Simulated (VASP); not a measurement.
# Cd (Im-3m) in VASP: equation of state, part 2 of 2

VASP 6.6.1. The steps go on from the part before.

### Step 3. Equation of state, PBE, 21.81 Å³/atom (volume scaled by 0.96)

The input, INCAR:

```
SYSTEM = Cd
  ALGO = Normal
  EDIFF = 1E-7
  ENCUT = 520
  GGA = PE
  ISIF = 2
  ISMEAR = -1
  LASPH = .TRUE.
  LCHARG = .FALSE.
  LREAL = .FALSE.
  LWAVE = .FALSE.
  NBANDS = 12
  NELM = 60
  PREC = Accurate
  SIGMA = 0.05
```

The input, KPOINTS:

```
k-points
0
G
  10 10 10
  0 0 0
```

The input, POSCAR:

```
Cd
1.0
   -1.7602065844      1.7602065844      1.7602065844
    1.7602065844     -1.7602065844      1.7602065844
    1.7602065844      1.7602065844     -1.7602065844
Cd
1
Direct
    0.0000000000      0.0000000000      0.0000000000
```

Potentials or basis: VASP PAW PBE potentials, release 64 (Cd).

Started as:

```bash
$ cat potpaw_PBE.64/Cd/POTCAR > POTCAR
$ mpirun -np 1 vasp_std > vasp.out
```

OUTCAR:

```text
SYSTEM = Cd
   EDIFF = 1E-7
   ENCUT = 520
   GGA = PE
   ISIF = 2
   ISMEAR = -1
   LASPH = .TRUE.
   LREAL = .FALSE.
   NELM = 60
   PREC = Accurate

 ion  position               nearest neighbor table
   1  0.000  0.000  0.000-

  LATTYP: Found a body centered cubic cell.
 ALAT       =     3.5204131688

  Lattice vectors:

 A1 = (  -1.7602065844,   1.7602065844,   1.7602065844)
 A2 = (   1.7602065844,  -1.7602065844,   1.7602065844)
 A3 = (   1.7602065844,   1.7602065844,  -1.7602065844)

Analysis of symmetry for initial positions (statically):
=====================================================================
 Subroutine PRICEL returns:
 Original cell was already a primitive cell.

 Routine SETGRP: Setting up the symmetry group for a
 body centered cubic supercell.

 Subroutine GETGRP returns: Found 48 space group operations
 (whereof 48 operations were pure point group operations)
 out of a pool of 48 trial point group operations.

The static configuration has the point symmetry O_h .

Analysis of symmetry for dynamics (positions and initial velocities):
=====================================================================
 Subroutine PRICEL returns:
 Original cell was already a primitive cell.

 Routine SETGRP: Setting up the symmetry group for a
 body centered cubic supercell.

 Subroutine GETGRP returns: Found 48 space group operations
 (whereof 48 operations were pure point group operations)
 out of a pool of 48 trial point group operations.

The dynamic configuration has the point symmetry O_h .

 Subroutine INISYM returns: Found 48 space group operations
 (whereof 48 operations are pure point group operations),
 and found     1 'primitive' translations

----------------------------------------------------------------------------------------

                                     Primitive cell

  volume of cell :      21.8148

  direct lattice vectors                    reciprocal lattice vectors
    -1.760206584  1.760206584  1.760206584     0.000000000  0.284057567  0.284057567
     1.760206584 -1.760206584  1.760206584     0.284057567  0.000000000  0.284057567
     1.760206584  1.760206584 -1.760206584     0.284057567  0.284057567  0.000000000

  length of vectors
     3.048767236  3.048767236  3.048767236     0.401718064  0.401718064  0.401718064

  position of ions in fractional coordinates (direct lattice)
     0.000000000  0.000000000  0.000000000

  ion indices of the primitive-cell ions
   primitive index   ion index
                 1           1

----------------------------------------------------------------------------------------

 KPOINTS: k-points

Automatic generation of k-mesh.
 Grid dimensions read from file:
 generate k-points for:   10   10   10

 Generating k-lattice:

  Cartesian coordinates                     Fractional coordinates (reciprocal lattice)
     0.000000000  0.028405757  0.028405757     0.100000000  0.000000000  0.000000000
     0.028405757  0.000000000  0.028405757     0.000000000  0.100000000  0.000000000
     0.028405757  0.028405757  0.000000000     0.000000000  0.000000000  0.100000000

  Length of vectors
     0.040171806  0.040171806  0.040171806

  Shift w.r.t. Gamma in fractional coordinates (k-lattice)
     0.000000000  0.000000000  0.000000000

 Subroutine IBZKPT returns following result:
 ===========================================

 Found     47 irreducible k-points:

 Following reciprocal coordinates:
            Coordinates               Weight
  0.000000  0.000000  0.000000      1.000000
  0.100000  0.000000  0.000000     12.000000
  0.200000  0.000000  0.000000     12.000000
  0.300000  0.000000  0.000000     12.000000
  0.400000  0.000000  0.000000     12.000000
  0.500000  0.000000  0.000000      6.000000
[... 39 lines left out ...]
  0.500000  0.500000  0.400000     12.000000
  0.500000  0.500000  0.500000      1.000000
   k-points           NKPTS =     47   k-points in BZ     NKDIM =     47   number of bands    NBANDS=     12
   number of dos      NEDOS =    301   number of ions     NIONS =      1
   total plane-waves  NPLWV =  13824
   dimension x,y,z NGX =    24 NGY =   24 NGZ =   24
   dimension x,y,z NGXF=    48 NGYF=   48 NGZF=   48
   ions per type =               1
   NGX,Y,Z   is equivalent  to a cutoff of  13.09, 13.09, 13.09 a.u.
   NGXF,Y,Z  is equivalent  to a cutoff of  26.17, 26.17, 26.17 a.u.
 SYSTEM =  Cd
   PREC   = accura    normal or accurate (medium, high low for compatibility)
   ISTART =      0    job   : 0-new  1-cont  2-samecut
   ICHARG =      2    charge: 1-file 2-atom 10-const
   ISPIN  =      1    spin polarized calculation?
   LNONCOLLINEAR =      F non collinear calculations
   LSORBIT =      F    spin-orbit coupling
   LASPH  =      T    aspherical Exc in radial PAW
   ENCUT  =  520.0 eV  38.22 Ry    6.18 a.u.   5.67  5.67  5.67*2*pi/ulx,y,z
   NELM   =     60;   NELMIN=  2; NELMDL= -5     # of ELM steps
   EDIFF  = 0.1E-06   stopping-criterion for ELM
   LREAL  =      F    real-space projection
   EDIFFG = 0.1E-05   stopping-criterion for IOM
   NSW    =      0    number of steps for IOM
   IBRION =     -1    ionic relax: 0-MD 1-quasi-New 2-CG
   NFREE  =      0    steps in history (QN), initial steepest desc. (CG)
   ISIF   =      2    stress and relaxation
   ISYM   =      2    0-nonsym 1-usesym 2-fastsym
   POTIM  = 0.5000    time-step for ionic-motion
   TEBEG  =    0.0;   TEEND  =   0.0 temperature during run
   PSTRESS=    0.0 pullay stress
   NELECT =      12.0000    total number of electrons
   NUPDOWN=      -1.0000    fix difference up-down
   EMIN   =  10.00;   EMAX   =-10.00  energy-range for DOS
   EFERMI =   0.00;   METHOD = LEGACY
   ISMEAR =    -1;   SIGMA  =   0.05  broadening in eV -4-tet -1-fermi 0-gaus
   EFERMI_NEDOS =   21; number of points for ismear=-14 and -15
   IALGO  =     38    algorithm
   IMIX   =      4    mixing-type and parameters
     AMIX     =   0.40;   BMIX     =  1.00
     AMIX_MAG =   1.60;   BMIX_MAG =  1.00
  volume/ion in A,a.u.               =      21.81       147.21
  Fermi-wavevector in a.u.,A,eV,Ry     =   1.341379  2.534839 24.480942  1.799298
  Thomas-Fermi vector in A             =   2.469618
   LORBIT       =      0    0 simple, 1 ext, 2 COOP (PROOUT), +10 PAW based schemes
   GGA     = PE    functional components
   LHFCALC =     F    Hartree Fock is set to
   AEXX    =    0.0000 exact exchange contribution
   IVDW    =     0    specifies the selected vdW correction
   LEPSILON=     F    determine dielectric tensor
   LRPA    =     F    only Hartree local field effects (RPA)
 non-spin polarized calculation
  energy-cutoff  :      520.00
  volume of cell :       21.81
 maximum number of plane-waves:       603
   NGX = 11   NGY = 11   NGZ = 11

 number of electron      11.9999995 magnetization

 Free energy of the ion-electron system (eV)
  ---------------------------------------------------
  ext. energy  EPLUGINS =         0.00000000
  ---------------------------------------------------
  free energy    TOTEN  =        -0.68071726 eV

  energy without entropy =       -0.67563319  energy(sigma->0) =       -0.67817523

 E-fermi :   3.0746     XC(G=0): -10.9922

 val. band max:        3.0512916917   @ k =  -0.4000   0.4000   0.4000
 cond. band min:       3.0867915681   @ k =  -0.4000  -0.4000   0.1000
 fundamental gap:      0.0354998764
 Fermi energy:         3.0745692699

 k-point     1 :       0.0000    0.0000    0.0000
  band No.  band energies     occupation
      1      -6.3786      2.00000
      2      -6.3786      2.00000
      3      -6.3786      2.00000
      4      -5.9440      2.00000
      5      -5.7270      2.00000
      6      -5.7270      2.00000
      7      18.4463      0.00000
      8      18.4463      0.00000
      9      18.4463      0.00000
     10      19.3426      0.00000
     11      19.3426      0.00000
     12      19.3426      0.00000
[... 571 lines left out ...]
 k-point    40 :      -0.4000   -0.4000    0.2000
  band No.  band energies     occupation
      1      -6.4953      2.00000
      2      -6.4953      2.00000
      3      -6.2086      2.00000
      4      -5.5228      2.00000
      5      -5.5228      2.00000
      6       4.0447      0.00000
      7       4.4582      0.00000
      8       4.4582      0.00000
      9      14.6343      0.00000
     10      15.1858      0.00000
     11      15.1858      0.00000
     12      20.5557      0.00000

 [... further k-points ...]

------------------------ aborting loop because EDIFF is reached ----------------------------------------

  FORCE on cell =-STRESS in cart. coord.  units (eV):
  Direction    XX          YY          ZZ          XY          YZ          ZX
  --------------------------------------------------------------------------------------
  -------------------------------------------------------------------------------------
  Total        0.4458358      0.4458358      0.4458358      0.0000000      0.0000000      0.0000000
  in kB       32.7442188     32.7442188     32.7442188      0.0000000      0.0000000      0.0000000
  external PRESSURE =      32.7442188 kB  Pullay stress =       0.0000000 kB

 VOLUME and BASIS-vectors are now :
 -----------------------------------------------------------------------------
  energy-cutoff  :      520.00
  volume of cell :       21.81
      direct lattice vectors                 reciprocal lattice vectors
    -1.760206584  1.760206584  1.760206584     0.000000000  0.284057567  0.284057567
     1.760206584 -1.760206584  1.760206584     0.284057567  0.000000000  0.284057567
     1.760206584  1.760206584 -1.760206584     0.284057567  0.284057567  0.000000000

 POSITION                                       TOTAL-FORCE (eV/Angst)
 -----------------------------------------------------------------------------------
      0.00000      0.00000      0.00000         0.000000     -0.000000     -0.000000
 -----------------------------------------------------------------------------------
    total drift:                                0.000000      0.000000      0.000000

  FREE ENERGIE OF THE ION-ELECTRON SYSTEM (eV)
  ---------------------------------------------------
  free  energy   TOTEN  =        -0.6807172621 eV

  energy  without entropy=       -0.6756331933  energy(sigma->0) =       -0.67817523
```

stdout:

```text
POSCAR found type information on POSCAR Cd
 POSCAR found :  1 types and       1 ions
 scaLAPACK will be used
 LDA part: xc-table for (Slater+PW92), standard interpolation
 POSCAR, INCAR and KPOINTS ok, starting setup
 FFT: planning ... GRIDC
 FFT: planning ... GRID_SOFT
 FFT: planning ... GRID
 WAVECAR not read
 entering main loop
```

Run time: 15 s. Hardware: 1 thread of Intel Xeon Platinum 8375C at 2.90GHz (Ice Lake), shared host; peak memory 0.14 GiB.

Results:

- Free energy: -0.6807 eV
- Pressure: 3.3 GPa
- Band gap on the k mesh: none (metal or under the smearing width)

### Step 4. Equation of state, PBE, 22.27 Å³/atom (volume scaled by 0.98)

The input, INCAR:

```
SYSTEM = Cd
ALGO = Normal
EDIFF = 1E-7
ENCUT = 520
GGA = PE
ISIF = 2
ISMEAR = -1
LASPH = .TRUE.
LCHARG = .FALSE.
LREAL = .FALSE.
LWAVE = .FALSE.
NBANDS = 12
NELM = 60
PREC = Accurate
SIGMA = 0.05
```

KPOINTS is that of step 3.

The input, POSCAR:

```
Cd
1.0
   -1.7723463237      1.7723463237      1.7723463237
    1.7723463237     -1.7723463237      1.7723463237
    1.7723463237      1.7723463237     -1.7723463237
Cd
1
Direct
    0.0000000000      0.0000000000      0.0000000000
```

Started as:

```bash
$ cat potpaw_PBE.64/Cd/POTCAR > POTCAR
$ mpirun -np 1 vasp_std > vasp.out
```

It took 13 s on 1 thread of Intel Xeon Platinum 8375C at 2.90GHz (Ice Lake), shared host; peak memory 0.14 GiB.

It converged, with:

- Free energy: -0.6885 eV
- Pressure: 2.3 GPa
- Band gap on the k mesh: none (metal or under the smearing width)

### Step 5. Equation of state, PBE, 23.18 Å³/atom (volume scaled by 1.02)

The input, INCAR:

```
PREC = Accurate
ENCUT = 520
EDIFF = 1E-7
ISMEAR = -1
SIGMA = 0.05
LREAL = F
LASPH = T
NELM = 80
ALGO = Normal
ISIF = 2
LWAVE = F
LCHARG = F
GGA = PE
NBANDS = 12
```

The input, KPOINTS:

```
Automatic mesh
0
Gamma
  10 10 10
```

The input, POSCAR:

```
Cd
1.0
   -1.7961390464      1.7961390464      1.7961390464
    1.7961390464     -1.7961390464      1.7961390464
    1.7961390464      1.7961390464     -1.7961390464
Cd
1
Direct
    0.0000000000      0.0000000000      0.0000000000
```

Started as:

```bash
$ cat potpaw_PBE.64/Cd/POTCAR > POTCAR
$ mpirun -np 1 vasp_std > vasp.out
```

It took 14 s on 1 thread of Intel Xeon Platinum 8375C at 2.90GHz (Ice Lake), shared host; peak memory 0.13 GiB.

The run converged. Its results:

* Free energy: -0.6966 eV
* Pressure: 0.6 GPa
* Band gap on the k mesh: none (metal or under the smearing width)

### Step 6. Equation of state, PBE, 23.63 Å³/atom (volume scaled by 1.04)

The input, INCAR:

```
SYSTEM = Cd
PREC = Accurate
ENCUT = 520
EDIFF = 1E-7
ISMEAR = -1
SIGMA = 0.05
LREAL = .False.
LASPH = .True.
NELM = 100
ALGO = Normal
ISIF = 2
LWAVE = .False.
LCHARG = .False.
GGA = PE
NBANDS = 12
```

The input, KPOINTS:

```
Automatic mesh
0
Gamma
  10 10 10
  0 0 0
```

The input, POSCAR:

```
Cd
1.0
   -1.8078026137      1.8078026137      1.8078026137
    1.8078026137     -1.8078026137      1.8078026137
    1.8078026137      1.8078026137     -1.8078026137
Cd
1
Direct
    0.0000000000      0.0000000000      0.0000000000
```

Potentials or basis: VASP PAW PBE potentials, release 64 (Cd).

Started as:

```bash
$ cat potpaw_PBE.64/Cd/POTCAR > POTCAR
$ mpirun -np 1 vasp_std > vasp.out
```

Run time: 13 s. Hardware: 1 thread of Intel Xeon Platinum 8375C at 2.90GHz (Ice Lake), shared host; peak memory 0.14 GiB.

Results (log left out):

* Free energy: -0.6974 eV
* Pressure: -0.1 GPa
* Band gap on the k mesh: none (metal or under the smearing width)

### Step 7. Equation of state, PBE, 24.09 Å³/atom (volume scaled by 1.06)

The input, INCAR:

```
  PREC = Accurate
  ENCUT = 520
  EDIFF = 1E-7
  ISMEAR = -1
  SIGMA = 0.05
  LREAL = F
  LASPH = T
  NELM = 80
  ALGO = Normal
  ISIF = 2
  LWAVE = F
  LCHARG = F
  GGA = PE
  NBANDS = 12
```

The input, KPOINTS:

```
regular mesh
0
Gamma
  10 10 10
```

The input, POSCAR:

```
Cd
1.0
   -1.8193175905      1.8193175905      1.8193175905
    1.8193175905     -1.8193175905      1.8193175905
    1.8193175905      1.8193175905     -1.8193175905
Cd
1
Direct
    0.0000000000      0.0000000000      0.0000000000
```

Started as:

```bash
$ cat potpaw_PBE.64/Cd/POTCAR > POTCAR
$ mpirun -np 1 vasp_std > vasp.out
```

Run time: 12 s. Hardware: 1 thread of Intel Xeon Platinum 8375C at 2.90GHz (Ice Lake), shared host; peak memory 0.14 GiB.

The run converged. Its results:

```yaml
Free_energy: -0.6963 eV
Pressure: -0.7 GPa
Band_gap_on_the_k_mesh: none (metal or under the smearing width)
```

### Step 8. Equation of state, PBE

This step only gathers the single runs of the series.

Results:

```
Equilibrium volume                      : 23.59 Å³/atom
Bulk modulus                            : 33 GPa
Pressure derivative of the bulk modulus : 6.2 (rough: it moves with the points fitted)
```

Energy against volume, from the lowest point:
| volume (Å³/atom) | energy (meV/atom) |
| --- | --- |
| 21.360 | 27.66 |
| 21.815 | 16.66 |
| 22.269 | 8.83 |
| 22.724 | 3.67 |
| 23.178 | 0.81 |
| 23.633 | 0.00 |
| 24.087 | 1.05 |
